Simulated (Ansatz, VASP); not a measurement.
**One calculation of Ge, two programs**

```
Ge
1.0
     2.87889    0.00000    0.00000
    -1.43945    2.49319    0.00000
     0.00000    0.00000    2.69326
Ge
1
Direct
  0.00000 0.00000 0.50000
```

Alike in both runs: functional PBE; k mesh 24 × 24 × 20; occupations gaussian, width 0.1 eV; no spin polarisation.

Ansatz relaxed the structure, and its values are those at the end. VASP's run is a single point on that final structure, the one shown.

|  | VASP | Ansatz |
| --- | --- | --- |
| version | VASP 6.6.1 | Ansatz 0.2.0 |
| potentials or method | VASP PAW PBE potentials, release 64 (Ge_d) | scalar-relativistic, plane waves, PAW |
| plane-wave cutoff (eV) | 520 | 420 |
| valence electrons in the cell | 14 | 14 |

|  | VASP | Ansatz | Ansatz less VASP |
| --- | --- | --- | --- |
| gap on the k mesh at the Fermi level (eV) | none | none | - |
| pressure (GPa) | 0.0 | 0.0 | -0.01 |

A gap of «none» marks a metal or a gap that the smearing closes.
